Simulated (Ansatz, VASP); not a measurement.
# One calculation of AlRu, two programs

```
Al Ru
1.0
     3.00379    0.00000    0.00000
     0.00000    3.00379    0.00000
     0.00000    0.00000    3.00379
Al Ru
1 1
Direct
  0.00000 0.00000 0.00000
  0.50000 0.50000 0.50000
```

Change from the starting cell: species swapped into the GdIn type (Pm-3m, No. 221).

Alike in both runs: functional PBE; k mesh 6 × 6 × 6; occupations gaussian, width 0.1 eV; no spin polarisation.

Ansatz relaxed the structure, and its values are those at the end. VASP's run is a single point on that final structure, the one shown.

|  | VASP | Ansatz |
| --- | --- | --- |
| version | VASP 6.6.1 | Ansatz 0.2.0 |
| potentials or method | VASP PAW PBE potentials, release 64 (Al, Ru_pv) | scalar-relativistic, plane waves, PAW |
| plane-wave cutoff (eV) | 520 | 420 |
| valence electrons in the cell | 17 | 19 |

```csv
,VASP,Ansatz,Ansatz less VASP
gap on the k mesh at the Fermi level (eV),none,none,-
pressure (GPa),-0.1,0.0,+0.04
```

A gap of «none» marks a metal or a gap that the smearing closes. With one functional, cell and mesh, what is left measures potentials, basis and numerics. The two sets of potentials don't hold the same shells in valence.
